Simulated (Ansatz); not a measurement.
**Co (P6_3/mmc), two-dimensional strain map**

Level of theory: DFT PBEsol, scalar-relativistic, plane waves, PAW in Ansatz 0.2.0. Settings: plane waves to 420 eV, k-mesh 24×24×12 (Γ-centred), Gaussian smearing 0.15 eV. Collinear spins, started from moments 1.9, 1.9 μB in atom order; the magnetic state may not be the lowest. Energies are free energies at this smearing, counted from the undisturbed cell; pressure is positive in compression.

Zero of the scan (as given, not relaxed at this level; it stands at -16.2 GPa):

```
Co
1.0
     2.51900    0.00000    0.00000
    -1.25950    2.18152    0.00000
     0.00000    0.00000    4.09100
Co
2
Direct
  0.33333 0.66667 0.25000
  0.66667 0.33333 0.75000
```

The cell is strained by p along both x and y and by q along z, fractional coordinates fixed. Points are written (p, q).

Energy above the undisturbed cell in meV/atom (a dash: not computed):

```csv
p \ q,-0.080,-0.040,0.000,0.040,0.080
-0.080,218.0,120.1,88.8,105.8,156.5
-0.040,25.9,–,-32.0,–,82.9
0.000,-3.5,–,0.0,–,151.8
0.080,217.8,–,323.7,–,530.2
```

Pressure in GPa:

```csv
p \ q,-0.080,-0.040,0.000,0.040,0.080
-0.080,60.4,42.9,29.2,18.8,11.1
-0.040,25.6,–,1.0,–,-11.5
0.000,2.3,–,-16.2,–,-25.0
0.080,-21.4,–,-31.8,–,-36.1
```